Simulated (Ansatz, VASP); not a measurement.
# One calculation of ZnS, two programs

```
Zn S
1.0
     0.00000    2.56814    2.56814
     2.56814    0.00000    2.56814
     2.56814    2.56814    0.00000
Zn S
1 1
Direct
  0.25000 0.25000 0.25000
  0.00000 0.00000 0.00000
```

Alike in both runs: task single point; functional PBE; k mesh 8 × 8 × 8; occupations gaussian, width 0.05 eV; no spin polarisation.

|  | VASP | Ansatz |
| --- | --- | --- |
| version | VASP 6.6.1 | Ansatz 0.2.0 |
| potentials or method | VASP PAW PBE potentials, release 64 (Zn, S) | scalar-relativistic, plane waves, PAW |
| plane-wave cutoff (eV) | 520 | 420 |
| valence electrons in the cell | 18 | 18 |

Ansatz gave:

| Item | Value |
| --- | --- |
| gap on the k mesh at the Fermi level (eV) | 2.79 |
| least direct gap on the mesh (eV) | 2.79 |
| pressure (GPa) | 17.8 |

Task: What did VASP give for the same quantities?

Result: gap on the k mesh at the Fermi level (eV): 2.81; least direct gap on the mesh (eV): 2.81; pressure (GPa): 18.1.

Caveats: so large a pressure means that the cell lies far from this level's equilibrium, or that cutoff or potentials fall short (VASP). PBE gaps usually lie below the measured ones, often by a third to a half. A k mesh can miss the band edges.
